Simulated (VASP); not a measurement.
SrO, 2 atoms in the cell. The structure is cubic, space group Fm-3m (No. 225). The conventional cell has a = 5.133 Å, b = 5.133 Å, c = 5.133 Å, α = 90.00°, β = 90.00°, γ = 90.00°. Around Sr (site symmetry m-3m) lie 6 O at 2.57 Å. O (site symmetry m-3m) is surrounded by 6 Sr at 2.57 Å. 

| Property | Result |
| --- | --- |
| Program | VASP 6.6.1 |
| Task | single point |
| Functional | PBEsol |
| Potentials or basis | VASP PAW PBE potentials, release 64 (Sr_sv_GW, O_GW) |
| Cutoff | 550 eV |
| k mesh | 9 × 9 × 9 |
| Occupations | gaussian, width 0.1 eV |
| Spin | no spin polarisation |
| Further INCAR settings | ALGO = Fast; EDIFF = 1.00e-06 |

Potentials or basis: VASP PAW PBE potentials, release 64 (Sr_sv_GW, O_GW).

The run is started by

```console
$ python run.py
```

Hardware: 1 thread of Intel(R) Xeon(R) Platinum 8488C (Sapphire Rapids), on a shared host.

Q: Estimate the wall time of this run.

A: Run time: 27 s on 1 thread of Intel(R) Xeon(R) Platinum 8488C (Sapphire Rapids), on a shared host, peak memory 0.17 GiB. Counts: scf iterations 20, k points 35.
